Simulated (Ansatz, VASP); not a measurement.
Re in VASP and in Ansatz

File INCAR:

```
SYSTEM = Re
ALGO     = Normal         ! electronic algorithm
EDIFF    = 1E-7           ! SCF threshold, eV
EDIFFG   = -0.005         ! ionic threshold
ENCUT    = 600            ! plane-wave cutoff, eV
GGA      = CA             ! functional
IBRION   = 2              ! ionic algorithm
ISIF     = 3              ! what is computed and relaxed
ISMEAR   = -1             ! smearing method
LASPH    = .TRUE.         ! aspherical terms in the spheres
LCHARG   = .FALSE.        ! write CHGCAR
LREAL    = .FALSE.        ! projectors in reciprocal space
LWAVE    = .FALSE.        ! write WAVECAR
NELM     = 100            ! most SCF steps
NSW      = 60             ! ionic steps
PREC     = Accurate       ! precision mode
SIGMA    = 0.05           ! smearing width, eV
```

The input KPOINTS:

```
k-points
0
G
  19 19 19
  0 0 0
```

Contents of POSCAR:

```
Re
1.0
   -1.5302737773      1.5302737773      1.5302737773
    1.5302737773     -1.5302737773      1.5302737773
    1.5302737773      1.5302737773     -1.5302737773
Re
1
Direct
    0.0000000000      0.0000000000      0.0000000000
```

Input for Ansatz:

```yaml
crystal:
  lattice:
    - [-1.5302737773, 1.5302737773, 1.5302737773]
    - [1.5302737773, -1.5302737773, 1.5302737773]
    - [1.5302737773, 1.5302737773, -1.5302737773]
  atoms:
    - { symbol: Re, position: [0.0, 0.0, 0.0] }
kpoints:
  mp_grid: { grid: [19, 19, 19] }
scf:
  occupations: { method: fermi_dirac, width: 0.05 }
hamiltonian:
  xc: lda
  pseudopotentials: { kind: paw }
output:
  forces: true
  stress: true
relax:
  f_tol: 0.005
  max_steps: 40
  cell: {}
```

Alike in both runs: task relaxation of cell and atoms; functional LDA; k mesh 19 × 19 × 19; occupations fermi-dirac, width 0.05 eV; no spin polarisation.

|  | VASP | Ansatz |
| --- | --- | --- |
| version | VASP 6.6.1 | Ansatz 0.2.0 |
| potentials or method | VASP PAW LDA potentials, release 64 (Re) | PAW with Ansatz's default frozen-core files, scalar-relativistic |
| plane-wave cutoff (eV) | 600 | 420 |
| valence electrons in the cell | 7 | 15 |

|  | VASP | Ansatz | Ansatz less VASP |
| --- | --- | --- | --- |
| relaxed volume (Å³/atom) | 14.52 | 14.47 | -0.056 |
| relaxed cell length with the largest relative difference (Å) | 2.662 | 2.659 | -0.0034 |
| energy change over the relaxation (meV/atom) | -3 | -2 | +1.6 |

The two sets of potentials don't hold the same shells in valence.

The runs have no spin-orbit coupling, so splittings on Re are missing.
